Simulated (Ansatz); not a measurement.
Computed properties of KI (rocksalt)

All numbers come from Ansatz 0.2.0. No magnetic order and no zero-point or thermal motion.

KI in the rocksalt structure, relaxed with r2SCAN. It is cubic, Fm-3m (No. 225); conventional cell a = 7.089 Å, 44.52 Å³ an atom. Around K lie 6 I at 3.54 Å; around I lie 6 K at 3.54 Å.

Relaxed lattice by functional, symmetry kept:
```json
{"functional": "PBE", "k mesh": "6×6×6", "a (Å)": "7.182", "volume (Å³/atom)": "46.31"}
{"functional": "r2SCAN", "k mesh": "6×6×6", "a (Å)": "7.089", "volume (Å³/atom)": "44.52"}
```

Gaps on the r2SCAN cell, each the least over its mesh and the special points:
```csv
level,k mesh,gap (eV),kind,edges,least direct gap (eV)
PBE,6×6×6,3.94,direct,Γ,3.94
PBE+SOC,6×6×6,3.62,direct,Γ,3.62
r2SCAN,6×6×6,4.59,direct,Γ,4.59
HSE06,4×4×4,4.94,direct,Γ,4.94
PBE0,4×4×4,5.63,direct,Γ,5.63
"G0W0@PBE (265 empty bands, 120 eV, 4×4×4)",4×4×4,6.06,–,Γ (mesh),–
```
PBE: smearing of 0.02 eV; the others have fixed occupations.
Wave cutoffs: 420 eV, 500 eV (r2SCAN).
The G0W0 gap is PBE's gap over the path plus the quasiparticle shift read on the mesh. G0W0 values are finite-basis, finite-mesh values.

HSE06 gives a direct gap of 4.94 eV at Γ. Spin-orbit coupling changes the PBE gap by -0.320 eV, to 3.62 eV; at Γ the threefold valence level splits into a fourfold and a twofold level 1.02 eV apart, the fourfold one on top.

Taking G0W0@PBE (265 empty bands, 120 eV, 4×4×4), 6.06 eV, as the yardstick (a computed one, not at the basis limit), PBE0 comes nearest, -0.43 eV off. The others: HSE06 -1.12, r2SCAN -1.47, PBE -2.12 eV. The yardstick's own error is a tenth of an eV or more. r2SCAN covers 64 % of the step from PBE to HSE06. Spin-orbit coupling moves the least or the direct gap by up to 0.32 eV, so it has to be included where a tenth of an eV counts. All these functionals give a gap of the same kind, direct.

r2SCAN (ground state on 6×6×6): The clamped-ion dielectric constant comes out as 2.73 in all directions. Born charges, averaged over directions: K +1.12, I -1.12 e.

Only the levels marked +SOC include spin-orbit coupling.

The meshes of the hybrids are coarse, so their gaps aren't converged to the digits shown.
